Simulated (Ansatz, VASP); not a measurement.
**Na: VASP beside Ansatz**

```
Na
1.0
    -2.11750    2.11750    2.11750
     2.11750   -2.11750    2.11750
     2.11750    2.11750   -2.11750
Na
1
Cartesian
  0.0000 0.0000 0.0000
```

Alike in both runs: task single point; functional PBEsol; k mesh 11 × 11 × 11; occupations fermi-dirac, width 0.03 eV; no spin polarisation.

|  | VASP | Ansatz |
| --- | --- | --- |
| version | VASP 6.6.1 | Ansatz 0.2.0 |
| potentials or method | VASP PAW PBE potentials, release 64 (Na_pv), cutoff 520 eV | all-electron LAPW, scalar-relativistic |

|  | VASP | Ansatz | Ansatz less VASP |
| --- | --- | --- | --- |
| pressure (GPa) | -0.4 | -0.3 | +0.02 |

Ansatz ran all-electron here, so the differences hold the error of VASP's frozen core and of both bases.

Caveats: the PAW data sets were made with another functional, which shifts forces and pressure a little (VASP).
